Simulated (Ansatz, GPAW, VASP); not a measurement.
# WC: programs and potentials compared

```
CELL_PARAMETERS angstrom
2.90650 0.00000 0.00000
-1.45325 2.51710 0.00000
0.00000 0.00000 2.83660
ATOMIC_POSITIONS crystal
W 0.00000 0.00000 0.00000
C 0.66667 0.33333 0.50000
```

Alike in all runs: task single point; functional PBE; k mesh 10 × 10 × 9; occupations gaussian, width 0.027 eV; no spin polarisation; no spin-orbit coupling. Pressure is positive in compression and, in plane waves, holds the error of the finite cutoff.

```csv
program and potentials,plane-wave cutoff (eV),notes,pressure (GPa)
"GPAW, GPAW PAW data sets (gpaw-data 1.2.1)",800,-,5.36
"VASP, PBE PAW files C, W_sv, 520 eV",520,-,6.73
"Ansatz, all-electron LAPW, scalar-relativistic",-,-,?
```

Question: Estimate from the other rows what the run with Ansatz, all-electron LAPW, scalar-relativistic gave.

Answer: Pressure 5.69 GPa. The other rows, which needn't bracket it: pressure 5.36 to 6.73.
